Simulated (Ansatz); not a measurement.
# Si: the cost of one run

Program: Ansatz 0.2.0. Level of theory: DFT PBEsol, plane waves, PAW, scalar-relativistic, no spin polarisation. These are calculated values, not measurements.

## 1. The starting structure

The cell holds 17 atoms (Si17): a = 7.679 Å, b = 7.679 Å, c = 7.679 Å, α = 60.00°, β = 60.00°, γ = 60.00°.

Its coordinates follow in the input file.

## 2. Relaxing end A

Input file input.yaml:

```yaml
crystal:
  lattice:
    - [0.0, 5.43, 5.43]
    - [5.43, 0.0, 5.43]
    - [5.43, 5.43, 0.0]
  atoms:
    - { symbol: Si, position: [0.0, 0.0, 0.0] }
    - { symbol: Si, position: [0.125, 0.125, 0.125] }
    - { symbol: Si, position: [0.0, 0.0, 0.5] }
    - { symbol: Si, position: [0.125, 0.125, 0.625] }
    - { symbol: Si, position: [0.0, 0.5, 0.0] }
    - { symbol: Si, position: [0.125, 0.625, 0.125] }
    - { symbol: Si, position: [0.0, 0.5, 0.5] }
    - { symbol: Si, position: [0.125, 0.625, 0.625] }
    - { symbol: Si, position: [0.5, 0.0, 0.0] }
    - { symbol: Si, position: [0.625, 0.125, 0.125] }
    - { symbol: Si, position: [0.5, 0.0, 0.5] }
    - { symbol: Si, position: [0.625, 0.125, 0.625] }
    - { symbol: Si, position: [0.5, 0.5, 0.0] }
    - { symbol: Si, position: [0.625, 0.625, 0.125] }
    - { symbol: Si, position: [0.5, 0.5, 0.5] }
    - { symbol: Si, position: [0.625, 0.625, 0.625] }
    - { symbol: Si, position: [0.8087149, 0.3237116, 0.3029706] }
basis:
  ecutwfc: 420.0
kpoints:
  mp_grid: { grid: [2, 2, 2] }
hamiltonian:
  xc: pbesol
  pseudopotentials: { kind: paw, azcp: { folder: soft_1 } }
scf:
  occupations: { method: gaussian, width: 0.02 }
  lower_state_search: "off"
relax:
  f_tol: 0.03
  max_steps: 60
  adjacent_minimum: "off"
output:
  write_density: true
  write_potential: true
  elf: true
  volumetric_format: npy
```

On the command line:

```
> ansatz run input.yaml --threads 1 --pin off --max-ram 3072MiB --backend cpu --events-out ev --progress --plain --runs-dir out
```

**Question.** How long does this run take on 1 thread of Arm Neoverse V1, shared host, and how much memory does it need?

About 96 s, with a peak of 0.53 GiB.
